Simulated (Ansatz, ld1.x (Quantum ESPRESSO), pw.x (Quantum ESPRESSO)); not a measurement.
**Equation-of-state test of one PAW potential (P (Z = 15))**

P, PAW, made with ld1.x (Quantum ESPRESSO) 7.5 (PBE, scalar-relativistic). Core [Ne], reference 3s2 3p3. Waves: 3s (bound): rcut 1.20, rcutus 1.50 bohr; 3s channel at 0.85 Ry: rcut 1.20, rcutus 1.50 bohr; 3p (bound): rcut 1.70, rcutus 2.10 bohr; 3p channel at 4.05 Ry: rcut 1.70, rcutus 2.10 bohr; 3d channel at 0.2 Ry: rcut 1.85, rcutus 2.20 bohr; 3d channel at 1 Ry: rcut 1.85, rcutus 2.20 bohr. Local part: all-electron potential smoothed inside 1.15 bohr (lloc = -1). Core correction: a·sin(br)/r model core, default radius (core density twice the valence density). Augmentation charge: PSQ, inside the norm-conserving radii.

Atomic tests: cutoffs needed: 15 Ry and 21 Ry (the cutoffs (Ry, on a coarse ladder) from which the occupation-weighted sum of valence levels, in a spherical-Bessel basis at the reference potential, stays within 10 and 1 mRy of its value at 400 Ry); ghost test: no extra level below or beside the all-electron valence levels (s, p, d, f tested) (spherical-Bessel basis up to 400 Ry, 20 bohr box); largest excitation error: -132 meV (all-electron minus pseudo) for 3s1 3p0, out of 7 test configurations.

Crystal test: fcc P in pw.x 7.5, no spin, 14³ k-points, Fermi–Dirac smearing 0.01 Ry, cutoffs 40/320 Ry. The reference is all-electron LAPW (Ansatz 0.2.0) with the same functional, mesh and smearing; V0 and B0 come from Birch–Murnaghan fits to the pressures at five volumes. Errors are pseudo minus all-electron; Δ is the rms difference of the E(V) curves that follow from these fits, minima aligned, over ±6 % about the mean V0. Mesh and smearing are coarse, so the numbers serve the comparison and aren't converged zero-temperature values; the lattice is a test structure that the element need not adopt.

```tsv
V (Å³/atom)	P all-electron (GPa)	P pseudo (GPa)
14.029	3.66	3.09
14.398	1.11	0.61
14.767	-1.13	-1.59
15.136	-3.12	-3.55
15.505	-4.89	-5.31
```

All-electron: a0 = 3.878 Å (V0 = 14.58 Å³/atom), B0 = 88.9 GPa.

Pseudopotential: mean pressure error (GPa): -0.47; a0 (Å): 3.871; a0 error (%): -0.18; B0 error (%): -0.0; Δ (meV/atom): 1.6.

Q: At the middle volume, how do free energy and pressure move when the wave cutoff is lowered (ecutrho held at 320 Ry)?

A:

```json
{"cutoff (Ry)": "18", "shift of F (meV/atom)": "+24.9", "shift of P (GPa)": "-0.60"}
{"cutoff (Ry)": "24", "shift of F (meV/atom)": "+11.8", "shift of P (GPa)": "+0.09"}
{"cutoff (Ry)": "32", "shift of F (meV/atom)": "+3.7", "shift of P (GPa)": "-0.15"}
```

Input at the middle volume:

```
&control
  calculation='scf', prefix='x', pseudo_dir='./', outdir='./tmp', tstress=.true., disk_io='none'
/
&system
  ibrav=0, nat=1, ntyp=1, ecutwfc=40, ecutrho=320, nbnd=9,
  occupations='smearing', smearing='fd', degauss=0.01
/
&electrons
  conv_thr=1e-09, mixing_beta=0.4, electron_maxstep=70
/
ATOMIC_SPECIES
P 1.0 P.UPF
CELL_PARAMETERS angstrom
  0.00000000 1.94724573 1.94724573
  1.94724573 0.00000000 1.94724573
  1.94724573 1.94724573 0.00000000
ATOMIC_POSITIONS crystal
P 0.0000 0.0000 0.0000
K_POINTS automatic
14 14 14 0 0 0
```

```bash
pw.x < P.scf.in > P.scf.out
```

Lines of the output:

```
Message from routine setup:
     using ibrav=0 with symmetry is DISCOURAGED, use correct ibrav instead
     lattice parameter (alat)  =       5.2040  a.u.
     unit-cell volume          =      99.6527 (a.u.)^3
     number of electrons       =         5.00
     number of Kohn-Sham states=            9
     kinetic-energy cutoff     =      40.0000  Ry
     charge density cutoff     =     320.0000  Ry
     scf convergence threshold =      1.0E-09
     Exchange-correlation= SLA  PW   PBX  PBC
     number of k points=   104  Fermi-Dirac smearing, width (Ry)=  0.0100
     iteration #  1     ecut=    40.00 Ry     beta= 0.40
     total energy              =     -55.47439810 Ry
     estimated scf accuracy    <       0.00209124 Ry
     iteration #  2     ecut=    40.00 Ry     beta= 0.40
     total energy              =     -55.47424054 Ry
     estimated scf accuracy    <       0.00056379 Ry
     iteration #  3     ecut=    40.00 Ry     beta= 0.40
     total energy              =     -55.47430923 Ry
     estimated scf accuracy    <       0.00000381 Ry
     iteration #  4     ecut=    40.00 Ry     beta= 0.40
     total energy              =     -55.47432660 Ry
     estimated scf accuracy    <       0.00000120 Ry
     iteration #  5     ecut=    40.00 Ry     beta= 0.40
     total energy              =     -55.47432653 Ry
     estimated scf accuracy    <       0.00000024 Ry
     iteration #  6     ecut=    40.00 Ry     beta= 0.40
     total energy              =     -55.47432656 Ry
     estimated scf accuracy    <       0.00000002 Ry
     iteration #  7     ecut=    40.00 Ry     beta= 0.40
     the Fermi energy is    10.8959 ev
!    total energy              =     -55.47432658 Ry
     estimated scf accuracy    <          7.2E-10 Ry
     smearing contrib. (-TS)   =      -0.00288019 Ry
     convergence has been achieved in   7 iterations
          total   stress  (Ry/bohr**3)                   (kbar)     P=      -15.90
     Message from routine punch:
     Nothing written, as per user request (disk_io='none')
```

The run at the middle volume (104 k-points, 7 iterations) took about 7.5 s on one core of a shared host (Neoverse-V2, 96 threads, 742 GiB, load 57).
